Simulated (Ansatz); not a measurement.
Theory: DFT PBE, scalar-relativistic, plane waves, PAW (Ansatz 0.2.0). Settings: cutoff 420 eV, Γ-centred meshes spaced at most about 0.3 Å⁻¹, and about 0.25 Å⁻¹ or finer for metals (2π included), Gaussian smearing. Collinear spin in cells that started with moments and kept them past the coarse steps, no spin elsewhere.

These are static total energies at zero pressure. All come from trial cells, and lower structures may exist.

Question: Which of these relaxed structures of CuO is the lowest in energy?
A.

```xyz
2
Lattice="0.0000 2.1222 2.1222 2.1222 0.0000 2.1222 2.1222 2.1222 0.0000" Properties=species:S:1:pos:R:3 pbc="T T T"
Cu    0.0000    0.0000    0.0000
O     2.1222    2.1222    2.1222
```

B.

```xyz
4
Lattice="3.7820 0.0000 0.0000 0.0000 3.7820 0.0000 0.0000 0.0000 2.8575" Properties=species:S:1:pos:R:3 pbc="T T T"
Cu    1.8910    1.8910    1.4287
Cu    0.0000    0.0000    0.0000
O     0.0000    1.8910    1.4287
O     1.8910    0.0000    1.4287
```

Answer: A. It has the rock salt type, space group Fm-3m (No. 225); the next, B, with space group P4/mmm (No. 123), lies 210 meV/atom higher. Largest moments: A 0.0 μB, B 0.4 μB. Counting O atoms around Cu (those within 1.25 times the shortest such distance or 1.15 times the sum of covalent radii; the shortest distance is added where it is long for a bond; a slash parts the counts of unlike sites), the lowest has Cu 6 and the next has Cu 4/8 from 2.4 Å.

In such compounds of Cu a zero gap at this level may well be an artefact, since no Hubbard U is applied. The magnetic state reached may not be the lowest. Cells relaxed within their symmetry can be saddle points. The part of the Crystallography Open Database at hand lists CuO in space groups No. 9, 15; no cell shown has one of them. Some structure types and database cells were kept out of the candidates from the start, so a known form may be missing.
